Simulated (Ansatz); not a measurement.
TaN: relaxation of cell and atoms with LDA

TaN:

```
Ta N
1.0
     2.93800    0.00000    0.00000
    -1.46900    2.54438    0.00000
     0.00000    0.00000    2.88300
Ta N
1 1
Cartesian
  0.0000 1.6963 1.4415
  0.0000 0.0000 0.0000
```

| Item | Value |
| --- | --- |
| Program | Ansatz 0.2.0 |
| Task | relaxation of cell and atoms |
| Functional | LDA |
| Potentials or basis | Ansatz PAW |
| Cutoff | 420 eV (not typed: the program's choice for these potentials) |
| k mesh | 10 × 10 × 9 |
| Occupations | fermi-dirac, width 0.05 eV |
| Spin | no spin polarisation |

- Relaxed volume: 10.43 Å³/atom
- Relaxed cell: a = 2.907 Å, b = 2.907 Å, c = 2.851 Å, α = 90.00°, β = 90.00°, γ = 120.00°
- Space group after relaxing (to 0.05 Å): P-6m2 (No. 187)
- Energy gained by relaxing: 12.8 meV/atom
- Ionic steps: 8
- Pressure after relaxing: 0.0 GPa
- Band gap on the k mesh: none (metal or under the smearing width)

The path:
| step | energy change (eV) | largest force (eV/Å) | volume (Å³) |
| --- | --- | --- | --- |
| 1 | 0.0000 | 0.0000 | 21.55 |
| 2 | -0.0156 | 0.0000 | 20.44 |
| 3 | -0.0271 | 0.0000 | 20.88 |
| 4 | -0.0277 | 0.0000 | 20.88 |
| 5 | -0.0277 | 0.0000 | 20.87 |
| 6 | -0.0256 | 0.0000 | 20.87 |
| 7 | -0.0256 | 0.0000 | 20.86 |
| 8 | -0.0256 | 0.0000 | 20.86 |

Final structure:
```
CELL_PARAMETERS angstrom
2.90674 0.00000 0.00000
-1.45337 2.51731 0.00000
0.00000 0.00000 2.85135
ATOMIC_POSITIONS crystal
Ta 0.33333 0.66667 0.50000
N 0.00000 0.00000 0.00000
```

Levels at points of the mesh, in eV from the Fermi level:
```csv
k point,band 5,band 6,band 7,band 8,band 9,band 10,band 11,band 12,band 13
"(0.00, 0.00, 0.00)",-17.82,-4.74,-4.74,-4.38,-2.97,2.52,3.68,3.68,4.09
"(0.00, -0.50, 0.00)",-15.38,-8.47,-5.38,-3.64,-3.24,3.05,4.17,5.32,5.47
```

Wall time 12 s on 2 threads of Intel(R) Xeon(R) Platinum 8259CL CPU @ 2.50GHz (Skylake/Cascade Lake), on a shared host, peak memory 0.36 GiB.

Caveat: the plane-wave basis is chosen anew once the cell has moved, so the energies of steps on either side of that aren't comparable; the pressure holds a Pulay correction of +0.6 GPa for the finite cutoff; the PAW data sets come from PBE, with cores solved anew for the run's functional, which leaves a small shift of forces and pressure. LDA usually gives volumes a few per cent too small.
